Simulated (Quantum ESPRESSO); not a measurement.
Crystal: TiO.

```
CELL_PARAMETERS angstrom
2.70834 0.00000 0.00000
0.00000 2.70834 0.00000
0.00000 0.00000 2.70834
ATOMIC_POSITIONS crystal
Ti 0.00000 0.00000 0.00000
O 0.50000 0.50000 0.50000
```

The cell comes from a database or a generator and needn't be the stable form of this composition.

- Program: Quantum ESPRESSO 7.5
- Task: phonons
- Functional: PBEsol
- Potentials or basis: SSSP 1.3 efficiency PBE
- Cutoff: 748 eV
- Density cutoff: 5987 eV
- k mesh: 10 × 10 × 10
- Occupations: methfessel-paxton, width 0.272 eV
- Spin: no spin polarisation
- Mixing beta: 0.5
- Most SCF iterations: 120
- SCF threshold: 4e-10 Ry

The cell and the atoms were relaxed first, to 8.86 Å³/atom (a = 2.607 Å, b = 2.607 Å, c = 2.607 Å, α = 90.00°, β = 90.00°, γ = 90.00°), and the response was taken there.

At Γ the optical frequencies are 324 324 324 cm⁻¹, at a pressure of 0.1 GPa.

Question: How do the modes respond when the cell is scaled evenly, at fixed shape?

Answer: The highest mode has a Grüneisen parameter of 3.15 and moves by +4.1 cm⁻¹ per GPa. None of the listed modes softens on compression. The pressures give a bulk modulus of about 250 GPa.

Frequencies at 99 % and 101 % of the volume (pressures 2.7 and -2.3 GPa), ions relaxed:
```
mode  99 % (cm⁻¹)  101 % (cm⁻¹)  Grüneisen parameter
   4        333.9         313.5                 3.15
   5        333.9         313.5                 3.15
   6        333.9         313.5                 3.15
```

Modes are matched by their order; those that don't vary smoothly over the three volumes are left out.

Caveat: the mesh is thin for the phonons of a metal; the potentials were made for another functional, which shifts forces and pressure.
